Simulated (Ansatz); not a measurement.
# Zr/AlN/TaN: predicting the conductance of a thicker barrier

Set-up. Ansatz 0.2.0, plane waves with PAW datasets, PBE. Interfaces are relaxed in a short slab (with D3(BJ) where the barrier is layered), set between ideal electrode layers that go on as semi-infinite leads, and the zero-bias conductance G at 300 K comes from T(E) on a typed mesh. The error is the largest of the program's estimates from energy step, mesh, the leads' potential steps and neutrality; its separate bound for narrow resonances between the energies solved isn't counted and can be far larger. The lower electrode is Zr (hcp 0001), the upper TaN (rock salt 111) and the barrier AlN (wurtzite 0001), on a net of side 3.13 Å; d is the distance between the electrodes' last planes.

The runs shown:

| planes in the barrier | d (Å) | G (S/m²) | error (%) | lead step (meV) |
| --- | --- | --- | --- | --- |
| 4 | 7.13 | 2.32e12 | 83 | 62 |
| 8 | 12.15 | 4.59e10 | 83 | 62 |
| 12 | 17.17 | 9.43e8 | 63 | 62 |

Task: A further run has 16 planes, d = 22.19 Å. Fit G ∝ exp(−βd) to the rows shown and predict its conductance.

**Worked fit.** Take y = ln G: 28.47, 24.55 and 20.66. The means are d = 12.15 Å and y = 24.56; Σ(Δd Δy) = −39.19 and Σ(Δd)² = 50.40, so the slope is −0.778 Å⁻¹ (β = 0.778 Å⁻¹). At d = 22.19 Å, y = 24.56 − 0.778 × 10.04 = 16.76, or G = 1.89e7 S/m².

**The withheld run.** The run gave 2.60e7 S/m², with an error estimate of 24 % and a lead step of 62 meV. The prediction is 0.727 times that, too low by 27 %. That lies within the runs' own error estimates, carried through the fit.

Caveats: The interfaces are ideal, one cell wide, strained to a common net and relaxed from one registry with their symmetry kept. PBE's gaps are too small, so true decay constants are likely larger where the Fermi level lies deep in a gap. No spin-orbit coupling, phonons, disorder or image charges enter. The rows shown are chosen by tests on error estimates (under 100 to 120 %), lead steps (under 150 meV, though the program warns over 25), intact interfaces and, for fits, a steady trend in the rows shown; the data set holds 414 series of this kind, and not all pass.
